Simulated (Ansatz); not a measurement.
**Lattice dynamics of BaZrO₃**

BaZrO₃ in the perovskite structure, relaxed with PBE.

```
Ba Zr O
1.0
     4.22739    0.00000    0.00000
     0.00000    4.22739    0.00000
     0.00000    0.00000    4.22739
Ba Zr O
1 1 3
Direct
  0.00000 0.00000 0.00000
  0.50000 0.50000 0.50000
  0.50000 0.50000 0.00000
  0.50000 0.00000 0.50000
  0.00000 0.50000 0.50000
```

DFT in Ansatz; PBE; all-electron PAW datasets (no frozen core) at 630 eV; k mesh 4×4×4; fixed occupations; no spin. Phonons (linear response) are harmonic and in cm⁻¹; i marks an unstable mode. Zone-centre lists hold the optical modes without the non-analytic term.

Caveats: coarse k mesh; the program warns that the mesh is coarse for the field response; soft modes or ε∞ of this crystal moved by over a tenth between k meshes, so they aren't converged.

Problem. Give the 12 optical frequencies at Γ.

Solution. 81 (×3), 170 (×3), 178 (×3), 470 (×3) cm⁻¹.

Problem. Predict ε∞ and the diagonal parts of the Born charges.

Solution. ε∞ = 4.83. Born charges in e: Ba 2.75; Zr 6.14; O (-2.01, -2.01, -4.86); O (-2.01, -4.86, -2.01); O (-4.86, -2.01, -2.01).
